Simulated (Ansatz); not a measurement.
The system is TaN.

```
Ta N
1.0
     2.92177    0.00000    0.00000
    -1.46088    2.53033    0.00000
     0.00000    0.00000    5.91652
Ta N
2 2
Direct
  0.00000 0.00000 0.50000
  0.00000 0.00000 0.00000
  0.33333 0.66667 0.25000
  0.66667 0.33333 0.75000
```

The cell comes from a database or a generator and needn't be the stable form of this composition.

Base run:

```yaml
Program: Ansatz 0.2.0
Functional: LDA
Potentials_or_basis: Ansatz PAW
Cutoff: "420 eV (not typed: the program's choice for these potentials)"
k_mesh: 10 × 10 × 5
Occupations: fermi-dirac, width 0.05 eV
Spin: no spin polarisation
```

Its results: band gap on the k mesh none (metal or under the smearing width); pressure -16.9 GPa.

Q: The run is repeated on the same cell with these changes: functional from LDA to PBE. What comes out?

A: Band gap on the k mesh none (metal or under the smearing width); pressure -1.0 GPa.

PBE binds less tightly than LDA, so the same cell stands under more pressure.

Caveats: spin-orbit coupling is left out, which moves the levels of the heavy elements; so large a pressure means that the cell lies far from this level's equilibrium, or that cutoff or potentials fall short (some runs); the PAW data sets come from PBE, with cores solved anew for the run's functional, which leaves a small shift of forces and pressure (some runs).
